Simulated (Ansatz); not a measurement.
**AlP: band edges up the ladder**

An exercise on one series of results from a longer session: the logs are not shown, and one member is left open.

The COD entry's cell or inner coordinates are ideal or old and differ from later refinements, so a difference from it is no clean test against experiment.

Method: DFT PBEsol, scalar-relativistic, plane waves, PAW, in Ansatz 0.2.0.

That is the level of the relaxation; later steps name their own.

1 further run of the same task is left out (set aside as unsound or not needed).

### Starting point

Symmetry: F-43m, No. 216, cubic system. Conventional cell: a = 5.470 Å, b = 5.470 Å, c = 5.470 Å, α = 90.00°, β = 90.00°, γ = 90.00°. Al (site symmetry -43m) has 4 P at 2.37 Å as nearest neighbours. Around P (site symmetry -43m) lie 4 Al at 2.37 Å.

Coordinates:

```cif
data_structure
_symmetry_space_group_name_H-M 'F-43m'
_symmetry_Int_Tables_number 216
_cell_length_a 5.4703
_cell_length_b 5.4703
_cell_length_c 5.4703
_cell_angle_alpha 90.000
_cell_angle_beta 90.000
_cell_angle_gamma 90.000
_cell_volume 163.70
loop_
_atom_site_label
_atom_site_type_symbol
_atom_site_symmetry_multiplicity
_atom_site_Wyckoff_symbol
_atom_site_fract_x
_atom_site_fract_y
_atom_site_fract_z
_atom_site_occupancy
Al1 Al 4 a 0.00000 0.00000 0.00000 1
P1 P 4 d 0.25000 0.25000 0.75000 1
```

This cell was relaxed beforehand with the same method: volume 20.46 Å³/atom, gap on the mesh 1.45 eV.

The first run:

The input, input.yaml:

```yaml
crystal:
  lattice:
    - [0.0, 2.7351727392, 2.7351727392]
    - [2.7351727392, 0.0, 2.7351727392]
    - [2.7351727392, 2.7351727392, 0.0]
  atoms:
    - { symbol: Al, position: [0.0, 0.0, 0.0] }
    - { symbol: P, position: [0.25, 0.25, 0.25] }
basis:
  ecutwfc: 420
kpoints:
  mp_grid: { grid: [8, 8, 8] }
  band_path: { path: [VBM, CBM], npoints: 2 }
hamiltonian:
  xc: pbesol
scf:
  occupations: { method: gaussian, width: 0.02 }
output:
  forces: true
  stress: true
  eigenvalues: true
```

Launch:

```sh
$ ansatz run input.yaml --threads 2 --pin off --max-ram 5120MiB --backend cpu --events-out ev --progress --plain --runs-dir out
```

Among the steps run: Band edges over the whole zone; Levels with PBEsol, 250 eV and coarse mesh; The run at LDA; The run at PBE0; The run at Hartree-Fock.

One table of the session follows, with a row left open; its other results are not shown here.

| level | gap (eV) | least direct gap (eV) |
| --- | --- | --- |
| PBEsol, 250 eV and coarse mesh | 1.44 | 3.24 |
| LDA | ? | ? |
| PBE0 | 2.96 | 4.87 |
| Hartree-Fock | 7.84 | 10.52 |

Estimate the missing values for LDA.

**Answer.** gap (eV): 1.46; least direct gap (eV): 3.06. In the column «gap (eV)» it lies between PBEsol, 250 eV and coarse mesh (1.44) and PBE0 (2.96).

Gaps are by band count over the mesh and the named points; a gap of 0 means that the bands overlap or touch.

Caveats from the session: Warnings in the runs' records: cutoff below recommended.
